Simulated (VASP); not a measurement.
Input of a VASP 6.6.1 run:

The input POSCAR:

```
NaCl
1.0
   -0.0000000000      2.8488466005      2.8488466005
    2.8488466005     -0.0000000000      2.8488466005
    2.8488466005      2.8488466005     -0.0000000000
  Na              Cl
     1     1
Direct
     0.0000000000000000    0.0000000000000000    0.0000000000000000
     0.5000000000000000    0.5000000000000000    0.5000000000000000
```

File INCAR.step1:

```
SYSTEM = NaCl
PREC = Accurate
ENCUT = 600
EDIFF = 1E-8
ISMEAR = 0
SIGMA = 0.03
LREAL = .FALSE.
LASPH = .TRUE.
NELM = 80
ALGO = Normal
ISIF = 3
LWAVE = .FALSE.
LCHARG = .FALSE.
GGA = PE
IBRION = 2
NSW = 40
EDIFFG = -0.002
```

INCAR.step2

```
SYSTEM = NaCl
PREC = Accurate
ENCUT = 600
EDIFF = 1E-8
ISMEAR = 0
SIGMA = 0.03
LREAL = .FALSE.
LASPH = .TRUE.
NELM = 80
ALGO = Normal
ISIF = 2
LWAVE = .FALSE.
LCHARG = .FALSE.
GGA = PE
IBRION = 6
NFREE = 2
POTIM = 0.015
NSW = 1
```

The input KPOINTS:

```
Automatic mesh
0
G
  8 8 8
  0 0 0
```

Potentials or basis: VASP PAW PBE potentials, release 64 (Na_pv, Cl).

Command:

```console
$ cat potpaw_PBE.64/Na_pv/POTCAR potpaw_PBE.64/Cl/POTCAR > POTCAR
$ cp INCAR.step1 INCAR
$ mpirun -np 1 vasp_std > vasp.out
$ cp CONTCAR POSCAR
$ cp INCAR.step2 INCAR
$ mpirun -np 1 vasp_std > vasp.out
```

Predict the highest phonon frequency at Γ, LO-TO splitting left out.

151 cm⁻¹.

Phonon frequencies in cm⁻¹ (negative: imaginary):
```tsv
q point	frequencies
(0.000, 0.000, 0.000)	0 0 0 151 151 151
```
